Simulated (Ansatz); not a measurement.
Input and command of a calculation in Ansatz (plane waves; scalar-relativistic PAW potentials unless the input names others):

```yaml
crystal:
  lattice:
    - [6.3194333884, -10.9455797038, 0.0]
    - [6.3194333884, 10.9455797038, 0.0]
    - [0.0, 0.0, 16.939467192]
  atoms:
    - { symbol: W, position: [0.4189204109, 0.0875987847, 0.0] }
    - { symbol: W, position: [0.1666787595, 0.083357519, 0.0] }
    - { symbol: W, position: [0.9186783739, 0.0875987847, 0.0] }
    - { symbol: W, position: [0.6624012153, 0.3310795891, 0.0] }
    - { symbol: W, position: [0.4156892047, 0.3343107953, 0.0] }
    - { symbol: W, position: [0.1686215906, 0.3343107953, 0.0] }
    - { symbol: W, position: [0.9186783739, 0.3310795891, 0.0] }
    - { symbol: W, position: [0.666642481, 0.5833212405, 0.0] }
    - { symbol: W, position: [0.4156892047, 0.5813784094, 0.0] }
    - { symbol: W, position: [0.1666787595, 0.5833212405, 0.0] }
    - { symbol: W, position: [0.9163608237, 0.5827216474, 0.0] }
    - { symbol: W, position: [0.6624012153, 0.8313216261, 0.0] }
    - { symbol: W, position: [0.4189204109, 0.8313216261, 0.0] }
    - { symbol: W, position: [0.1672783526, 0.8336391763, 0.0] }
    - { symbol: W, position: [0.9163608237, 0.8336391763, 0.0] }
    - { symbol: S, position: [0.8374132769, 0.1687066384, 0.9079822894] }
    - { symbol: S, position: [0.5812933616, 0.1687066384, 0.9079822894] }
    - { symbol: S, position: [0.33232646, 0.1675892799, 0.9070466028] }
    - { symbol: S, position: [0.0852628198, 0.1675892799, 0.9070466028] }
    - { symbol: S, position: [0.8318518163, 0.4137036326, 0.9081071481] }
    - { symbol: S, position: [0.5824107201, 0.41767354, 0.9070466028] }
    - { symbol: S, position: [0.3333333333, 0.4166666667, 0.9060300485] }
    - { symbol: S, position: [0.0852628198, 0.41767354, 0.9070466028] }
    - { symbol: S, position: [0.8335479405, 0.6667739703, 0.9069461026] }
    - { symbol: S, position: [0.5824107201, 0.6647371802, 0.9070466028] }
    - { symbol: S, position: [0.33232646, 0.6647371802, 0.9070466028] }
    - { symbol: S, position: [0.0832260297, 0.6667739703, 0.9069461026] }
    - { symbol: S, position: [0.8318518163, 0.9181481837, 0.9081071481] }
    - { symbol: S, position: [0.5812933616, 0.9125867231, 0.9079822894] }
    - { symbol: S, position: [0.3362963674, 0.9181481837, 0.9081071481] }
    - { symbol: S, position: [0.0832260297, 0.9164520595, 0.9069461026] }
    - { symbol: S, position: [0.8374132769, 0.1687066384, 0.0920177106] }
    - { symbol: S, position: [0.5812933616, 0.1687066384, 0.0920177106] }
    - { symbol: S, position: [0.33232646, 0.1675892799, 0.0929533972] }
    - { symbol: S, position: [0.0852628198, 0.1675892799, 0.0929533972] }
    - { symbol: S, position: [0.8318518163, 0.4137036326, 0.0918928519] }
    - { symbol: S, position: [0.5824107201, 0.41767354, 0.0929533972] }
    - { symbol: S, position: [0.3333333333, 0.4166666667, 0.0939699515] }
    - { symbol: S, position: [0.0852628198, 0.41767354, 0.0929533972] }
    - { symbol: S, position: [0.8335479405, 0.6667739703, 0.0930538974] }
    - { symbol: S, position: [0.5824107201, 0.6647371802, 0.0929533972] }
    - { symbol: S, position: [0.33232646, 0.6647371802, 0.0929533972] }
    - { symbol: S, position: [0.0832260297, 0.6667739703, 0.0930538974] }
    - { symbol: S, position: [0.8318518163, 0.9181481837, 0.0918928519] }
    - { symbol: S, position: [0.5812933616, 0.9125867231, 0.0920177106] }
    - { symbol: S, position: [0.3362963674, 0.9181481837, 0.0918928519] }
    - { symbol: S, position: [0.0832260297, 0.9164520595, 0.0930538974] }
  host:
    lattice:
      - [3.1597166942, 0.0, 0.0]
      - [-1.5798583471, 2.7363949259, 0.0]
      - [0.0, 0.0, 16.939467192]
    atoms:
      - { symbol: W, position: [0.3333333333, 0.6666666667, 0.0] }
      - { symbol: S, position: [0.6666666667, 0.3333333333, 0.9069626205] }
      - { symbol: S, position: [0.6666666667, 0.3333333333, 0.0930373795] }
total_charge: -2
basis:
  ecutwfc: 420
  xc_grid: 2
kpoints:
  mp_grid: { grid: [2, 2, 2], shift: [0.0, 0.0, 0.0] }
hamiltonian:
  xc: pbe
  dispersion: d3bj
scf:
  occupations: { method: fermi_dirac, width: 0.3 }
  n_extra_bands: 0
  max_iter: 75
output:
  forces: true
  eigenvalues: true
```

```bash
ansatz run input.yaml --threads 4 --pin off --max-ram 10240MiB --backend cpu --events-out ev --progress --plain --runs-dir out
```

Task: Will this input run?

Result: The program refuses it, because of too few bands (scf.n_extra_bands: not typed → 0). Also changed, but not at fault: scf.occupations: {"method": "gaussian", "width": 0.01} → {"method": "fermi_dirac", "width": 0.3}. With the sound run's settings it is accepted.

Abridged log:
```
Error: inconsistent input (scf.n_extra_bands, scf.occupations.method): n_bands = 202 leaves no empty band above the 202 bands per channel that the deck's 404 electrons occupy, and the occupations search for the Fermi level (a smearing at a finite width, or tetrahedra): a level found among occupied bands alone can fill a metal as an insulator; raise scf.n_extra_bands until at least 203 bands are solved (omitted, it auto-derives to 290) (see scf.n_extra_bands in the input reference)
```